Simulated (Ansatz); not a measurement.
BeS (started from an entry of an open crystallographic database) (r2SCAN geometry), in Ansatz:

```cif
data_structure
_symmetry_space_group_name_H-M 'P 1'
_symmetry_Int_Tables_number 1
_cell_length_a 3.4426
_cell_length_b 3.4426
_cell_length_c 3.4426
_cell_angle_alpha 60.000
_cell_angle_beta 60.000
_cell_angle_gamma 60.000
_cell_volume 28.85
loop_
_atom_site_label
_atom_site_type_symbol
_atom_site_fract_x
_atom_site_fract_y
_atom_site_fract_z
_atom_site_occupancy
Be1 Be 0.00000 0.00000 0.00000 1
S1 S 0.25000 0.25000 0.25000 1
```

G0W0@PBE with 108 empty bands, a screening cutoff of 140 eV and a 4×4×4 mesh (PAW, contour deformation) gives 4.389 eV over the mesh points, from a PBE gap of 3.122 eV; it sums over 112 bands with 113 plane waves in the screening and a wave cutoff of 420 eV. G0W0 values are finite-basis, finite-mesh values. No spin polarisation and no zero-point or thermal motion.

Task: Estimate the gap with starting point HSE06.

Result: 4.807 eV (+0.418 eV), from a Kohn-Sham gap of 4.092 eV.

Task: Estimate the gap with frequency model Godby-Needs pole.

Result: 4.347 eV (-0.042 eV), from a Kohn-Sham gap of 3.122 eV.

Task: Estimate the gap with starting point LDA.

Result: 4.305 eV (-0.084 eV), from a Kohn-Sham gap of 2.903 eV.
